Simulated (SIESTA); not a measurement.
# Sb under changes of volume

One of the cells (26.654 Å³/atom); the others are scaled copies at fixed shape and fractional positions:

```xyz
2
Lattice="3.3545 0.0000 0.0000 -1.6773 2.9051 0.0000 0.0000 0.0000 5.4702" Properties=species:S:1:pos:R:3 pbc="T T T"
Sb    1.6773    0.9684    4.1026
Sb    0.0000    1.9367    1.3675
```

This isn't the form of Sb at room conditions, which is rhombohedral.

* Program: SIESTA 5.4.2
* Functional: PBEsol
* Potentials or basis: PseudoDojo 0.4 standard (PBEsol files)
* Basis: DZP (energy shift 0.003 Ry; two zetas on semicore shells)
* Grid cutoff: 500 Ry
* Energy shift: 0.003 Ry
* k mesh: 9 × 9 × 5
* Occupations: fermi-dirac, width 0.05 eV
* Spin: no spin polarisation

```tsv
volume (Å³/atom)	energy over the lowest point (meV/atom)	pressure (GPa)
25.055	25.41	5.3
25.588	?	?
26.121	3.17	1.7
26.654	0.00	0.3
27.187	1.15	-1.0
27.720	6.36	-2.2
28.253	15.31	-3.2
```

**Question.** What does the run at 25.588 Å³/atom give?

**Answer.** Energy over the lowest point 11.30 meV/atom; pressure 3.4 GPa.

Worked out: A Birch-Murnaghan fit of order 3 (a polynomial in V^(-2/3)) to the other rows has its minimum at 26.77 Å³/atom with B0 = V·E''(V) = 66 GPa and B' = 4.4 at fixed shape and positions, which overstates the stiffness. It gives 11.52 meV/atom at 25.588 Å³/atom, against the run's 11.30, and -dE/dV = 3.3 GPa, against 3.4.

Energies are extrapolated to zero smearing.

Caveats: the basis of atomic orbitals isn't converged, which shifts pressures, moduli and gaps.
